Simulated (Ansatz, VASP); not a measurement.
## Two plane-wave programs on GaCo

File INCAR:

```
PREC     = Accurate       # precision mode
ENCUT    = 520            # plane-wave cutoff, eV
EDIFF    = 1E-6           # SCF threshold, eV
ISMEAR   = 0              # smearing method
SIGMA    = 0.15           # smearing width, eV
LREAL    = False          # projectors in reciprocal space
LASPH    = True           # aspherical terms in the spheres
NELM     = 60             # most SCF steps
ALGO     = Normal         # electronic algorithm
ISIF     = 2              # what is computed and relaxed
LWAVE    = False          # write WAVECAR
LCHARG   = True           # write CHGCAR
GGA      = PS             # functional
LELF     = True           # ELF
LVHAR    = True         
NBANDS   = 18             # bands
```

KPOINTS

```
Automatic mesh
0
Gamma
  18 18 18
```

The input POSCAR:

```
GaCo
1.0
    2.8831000000      0.0000000000      0.0000000000
    0.0000000000      2.8831000000      0.0000000000
    0.0000000000      0.0000000000      2.8831000000
Ga Co
1 1
Direct
    0.5000000000      0.5000000000      0.5000000000
    0.0000000000      0.0000000000      0.0000000000
```

Input for Ansatz:

```yaml
crystal:
  lattice:
    - [2.8831, 0.0, 0.0]
    - [0.0, 2.8831, 0.0]
    - [0.0, 0.0, 2.8831]
  atoms:
    - { symbol: Ga, position: [0.5, 0.5, 0.5] }
    - { symbol: Co, position: [0.0, 0.0, 0.0] }
basis:
  ecutwfc: 420
kpoints:
  mp_grid: { grid: [18, 18, 18] }
hamiltonian:
  xc: pbesol
scf:
  occupations: { method: gaussian, width: 0.15 }
output:
  forces: true
  stress: true
  eigenvalues: true
  write_density: true
  write_potential: true
  elf: true
  volumetric_format: npy
```

Alike in both runs: task single point; functional PBEsol; k mesh 18 × 18 × 18; occupations gaussian, width 0.15 eV; no spin polarisation.

```csv
,VASP,Ansatz
version,VASP 6.6.1,Ansatz 0.2.0
potentials or method,"VASP PAW PBE potentials, release 64 (Ga_d, Co)","scalar-relativistic, plane waves, PAW"
plane-wave cutoff (eV),520,420
valence electrons in the cell,22,30
```

```tsv
	VASP	Ansatz	Ansatz less VASP
gap on the k mesh at the Fermi level (eV)	none	none	-
pressure (GPa)	-8.0	-8.1	-0.16
```

A gap of «none» marks a metal or a gap that the smearing closes. The two sets of potentials don't hold the same shells in valence.

Caveats: the PAW data sets were made with another functional, which shifts forces and pressure a little (VASP). Spin polarisation is off, so any magnetic state and its effect on volume and gap are missing.
